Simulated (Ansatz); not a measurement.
NaH: an elastic constant from a strain scan

All numbers below come from DFT PBE, scalar-relativistic, plane waves, PAW (Ansatz). The runs took a 420 eV cutoff, a Γ-centred 10×10×10 mesh and Gaussian smearing (0.05 eV). No spin polarisation. Energies are free energies at this smearing, counted from the undisturbed cell; pressure is positive in compression.

The undisturbed cell (as given, not relaxed at this level; it stands at 0.2 GPa; this CsCl-type form isn't the usual structure):

```
CELL_PARAMETERS angstrom
2.95512 0.00000 0.00000
0.00000 2.95512 0.00000
0.00000 0.00000 2.95512
ATOMIC_POSITIONS crystal
Na 0.00000 0.00000 0.00000
H 0.50000 0.50000 0.50000
```

The cell is strained by ε times the Voigt pattern (1, -1, 0, 0, 0, 0) (xx, yy, zz, yz, xz, xy; engineering shear) with fractional coordinates fixed. The cell holds 2 atoms in V0 = 25.81 Å³. The stress column is τ = (1/V0) dE/dε, got from the stress tensor σ (compression positive) at each point as −det(1 + εP) σ : P(1 + εP)⁻¹, with P the pattern as a tensor.

```csv
ε,ΔE (meV/atom),τ (GPa)
-0.0525,25.293,-12.029
-0.0450,18.554,-10.281
-0.0375,12.869,-8.547
-0.0300,8.230,-6.824
-0.0225,4.624,-5.109
-0.0150,2.055,-3.403
-0.0075,0.514,-1.700
0.0000,0.000,0.000
0.0075,0.514,1.700
0.0150,2.055,3.403
0.0225,4.624,5.109
0.0300,8.230,6.824
0.0375,12.869,8.547
0.0450,18.554,10.281
0.0525,25.293,12.029
0.0600,?,?
```

**Question.** Which combination of elastic constants does this scan measure, and how large is it?

**Answer.** For small ε, τ = τ0 + Kε with K = pᵀCp, which for this pattern is 2(C11 − C12) in the cubic axes. The parabola through τ at ε = -0.0075, 0 and 0.0075 has slope K = 227 GPa at zero. The energies per cell, E = NΔE, of the same two points give K = 2[E(ε₊)/ε₊ − E(ε₋)/ε₋]/[(ε₊ − ε₋)V0] = 227 GPa, in agreement.

**Question.** Predict the withheld row at ε = 0.0600 from the harmonic law, and compare.

**Answer.** ΔE = V0(τ0 ε + Kε²/2)/N = 32.861 meV/atom and τ = 13.60 GPa. The calculation gives 33.091 meV/atom and 13.79 GPa, a miss of 0.7 % of the harmonic energy, so the harmonic law still holds here.